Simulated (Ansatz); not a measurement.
# Ge₃N₄ — Ge-73 NMR of the central transition

Cell: a computed structure from the Materials Project (it need not be an observed phase).

```cif
data_Ge3N4
_symmetry_space_group_name_H-M 'P6_3/m'
_symmetry_Int_Tables_number 176
_cell_length_a 8.0509
_cell_length_b 8.0509
_cell_length_c 3.0835
_cell_angle_alpha 90.000
_cell_angle_beta 90.000
_cell_angle_gamma 120.000
loop_
_atom_site_label
_atom_site_type_symbol
_atom_site_symmetry_multiplicity
_atom_site_Wyckoff_symbol
_atom_site_fract_x
_atom_site_fract_y
_atom_site_fract_z
Ge Ge 6 h 0.8291 0.2355 0.7500
N7 N 2 c 0.6667 0.3333 0.7500
N9 N 6 h 0.6696 0.9727 0.7500
```

One atom of each set is listed.

Computed with Ansatz: DFT, PBE, plane waves and PAW, scalar-relativistic, 420 eV cutoff, Γ-centred 4×4×9 k-points, Fermi–Dirac smearing 0.02 eV.

Ge-73 has I = 9/2 and Q = -196.0 mb (Pyykkö 2018); at 14.1 T its Larmor frequency is ν₀ = 21.0 MHz. Only the quadrupole interaction is simulated: positions count from each site's isotropic chemical shift, and shift anisotropy, dipolar and J coupling are left out.

(1) Give C_Q, η, the quadrupolar product P_Q = |C_Q|(1 + η²/3)^½, the second-order isotropic shift and the breadth of the pattern (static powder) for each Ge site.

## Answers

(1) 

| site | first shell | C_Q (MHz) | η | P_Q (MHz) | δ_QIS (ppm) | breadth (kHz) |
| --- | --- | --- | --- | --- | --- | --- |
| Ge | 4 N at 1.83–1.85 Å | -12.1 | 0.51 | 12.6 | -500 | 73.5 |

δ_QIS = −(ν_Q²/30ν₀²)[I(I+1) − 3/4](1 + η²/3) × 10⁶ ppm with ν_Q = 3|C_Q|/[2I(2I−1)]; it falls as 1/B₀² in ppm, and the breadth as 1/B₀ in kHz.

At this cell the PBE pressure is 6 GPa, so with PBE the cell would grow if it were relaxed. The entry's cell may itself be off.
